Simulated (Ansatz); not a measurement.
# HC4 (Diamond): the cost of one run

Computed with Ansatz 0.2.0 (DFT PBE+D3(BJ), scalar-relativistic, plane waves, PAW, unless a step's input says otherwise).

2 further runs of the same task are left out: 2 set aside as unsound or not needed.

### 1 The structure to begin with

It takes space group P3m1 (No. 156, trigonal). The conventional cell has a = 2.515 Å, b = 2.515 Å, c = 24.814 Å, α = 90.00°, β = 90.00°, γ = 120.00°. H (site symmetry 3m) has 1 C at 1.14 Å as nearest neighbours. Around C (site symmetry 3m) lie 1 H at 1.14 Å. Around C (site symmetry 3m) lie 4 C at 1.54 Å. C (site symmetry 3m) is surrounded by 4 C at 1.54 to 1.56 Å. C (site symmetry 3m) has 4 C at 1.53 to 1.56 Å as nearest neighbours. C (site symmetry 3m) is surrounded by 4 C at 1.53 to 1.68 Å. C (site symmetry 3m) is surrounded by 4 C at 1.48 to 1.68 Å. Only part of the 9 independent sites is listed.

Coordinates:

```
H C
1.0
     2.51510    0.00000    0.00000
    -1.25755    2.17814    0.00000
     0.00000    0.00000   24.81410
H C
1 8
Direct
  0.00000 0.00000 0.34255
  0.00000 0.00000 0.38849
  0.66667 0.33333 0.40918
  0.66667 0.33333 0.47125
  0.33333 0.66667 0.49194
  0.33333 0.66667 0.55462
  0.00000 0.00000 0.57413
  0.00000 0.00000 0.64201
  0.66667 0.33333 0.65279
```

Planes are indexed in the bulk's conventional cell (Fd-3m (No. 227)), a = 3.557 Å, b = 3.557 Å, c = 3.557 Å, α = 90.00°, β = 90.00°, γ = 90.00°.

This (111) slab, 7.8 Å thick as cut, with 17 Å of vacuum; its outer planes are C (top) and C (bottom), was relaxed beforehand with its lower half held: -2021.9898 eV, work function 4.72 eV (top face), 1.21 eV (bottom face), dipole along +c -0.106 e·Å per cell.

### 2 H put at a top (C) site

With the adsorbate the run is spin-polarised.

The input, input.yaml:

```yaml
crystal:
  lattice:
    - [2.5150999884, 0.0, 0.0]
    - [-1.2575499942, 2.1781404831, 0.0]
    - [0.0, 0.0, 26.8141042591]
  atoms:
    - { symbol: H, position: [0.0, 0.0, 0.3169973502] }
    - { symbol: C, position: [0.0, 0.0, 0.3595122891] }
    - { symbol: C, position: [0.6666666667, 0.3333333333, 0.3786586543] }
    - { symbol: C, position: [0.6666666667, 0.3333333333, 0.4360977502] }
    - { symbol: C, position: [0.3333333333, 0.6666666667, 0.4552441155] }
    - { symbol: C, position: [0.3333333333, 0.6666666667, 0.5132476077] }
    - { symbol: C, position: [0.0, 0.0, 0.5313053592] }
    - { symbol: C, position: [0.0, 0.0, 0.5941219477] }
    - { symbol: C, position: [0.6666666667, 0.3333333333, 0.6040988121] }
    - { symbol: H, position: [0.6666666667, 0.3333333333, 0.6443761225], spin: 1.0 }
basis:
  ecutwfc: 420
kpoints:
  mp_grid: { grid: [12, 12, 1] }
hamiltonian:
  xc: pbe
  dispersion: d3bj
scf:
  occupations: { method: gaussian, width: 0.05 }
output:
  forces: true
  eigenvalues: true
  populations: true
  write_density: true
  write_potential: true
  elf: true
  volumetric_format: npy
magnetization:
  spin_polarized: true
relax:
  adjacent_minimum: "off"
  f_tol: 0.03
  max_steps: 70
  constraints: [{ sites: [0, 1, 2, 3, 4] }]
efield:
  axis: 3
  dipole_correction: true
```

Command:

```console
$ ansatz run input.yaml --threads 1 --pin off --max-ram 2560MiB --backend cpu --events-out ev --progress --plain --runs-dir out
```

Q: Estimate wall time and peak memory on 1 thread of Intel Xeon at 2.70GHz, shared host.

About 2.8 min, with a peak of 0.47 GiB.
